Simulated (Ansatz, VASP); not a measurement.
# One calculation of Ni, two programs

```xyz
1
Lattice="2.4130 0.0000 0.0000 0.0000 2.4130 0.0000 0.0000 0.0000 2.4130" Properties=species:S:1:pos:R:3 pbc="T T T"
Ni    0.0000    0.0000    0.0000
```

Alike in both runs: task single point; functional RPBE; k mesh 22 × 22 × 22; occupations fermi-dirac, width 0.1 eV; no spin polarisation.

|  | VASP | Ansatz |
| --- | --- | --- |
| version | VASP 6.6.1 | Ansatz 0.2.0 |
| potentials or method | VASP PAW PBE potentials, release 64 (Ni) | plane waves (420 eV) with PAW, scalar-relativistic |
| plane-wave cutoff (eV) | 520 | 420 |
| valence electrons in the cell | 10 | 18 |

Ansatz gave:

| Quantity | Value |
| --- | --- |
| pressure (GPa) | -8.3 |

Estimate VASP's values.

pressure (GPa): -8.0.

With one functional, cell and mesh, what is left measures potentials, basis and numerics. The two sets of potentials don't hold the same shells in valence.

Caveats: the PAW data sets were made with another functional, which shifts forces and pressure a little (VASP); the run has no spin polarisation, though such a crystal can be magnetic. Spin polarisation is off, so any magnetic state and its effect on volume and gap are missing.
